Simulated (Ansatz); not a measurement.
Input of an Ansatz 0.2.0 run:

File input.yaml:

```yaml
crystal:
  lattice:
    - [-1.602103413, 1.602103413, 2.08339225]
    - [1.602103413, -1.602103413, 2.08339225]
    - [1.602103413, 1.602103413, -2.08339225]
  atoms:
    - { symbol: Fe, position: [0.0, 0.0, 0.0], spin: 3.0 }
    - { symbol: O, position: [0.5, 0.5, 0.0] }
hamiltonian:
  xc: lda
  pseudopotentials: { kind: paw }
  hubbard: { sites: [{ species: Fe, l: d, u_eff: 2.0 }] }
magnetization:
  spin_polarized: true
kpoints:
  mp_grid: { grid: [12, 12, 12] }
scf:
  occupations: { method: fermi_dirac, width: 0.05 }
  n_extra_bands: 6
output:
  forces: true
  stress: true
  eigenvalues: true
  dos: { projected: true, de: 0.05, nscf_kmesh: { grid: [18, 18, 18] } }
```

Potentials or basis: Ansatz PAW.

Command:

```bash
$ ansatz run input.yaml --threads 2 --pin off --max-ram 5632MiB --backend cpu --events-out ev --progress --plain --runs-dir out
```

Task: What does it give for the absolute moment?

Result: 4.00 μB per cell.

Task: What does it give for the band gap on the k mesh?

Result: None (metal or under the smearing width).

Task: Predict the density of states at the Fermi level.

Result: 0.21 states/eV per cell.

Stress tensor (GPa, compression positive):
```
-17.24   0.00   0.00
  0.00 -18.46  -2.12
  0.00  -2.12 -15.49
```

Caveat: the magnetic or orbital state may not be the lowest; the pressure holds a Pulay correction of +0.9 GPa for the finite cutoff; a cell with one magnetic atom can't hold antiferromagnetic order, which such compounds often take; the PAW data sets come from PBE, with cores solved anew for the run's functional, which leaves a small shift of forces and pressure; the density of states is complete only up to the lowest level of the last band computed. The state reached can hang on the start; a lower one may exist.
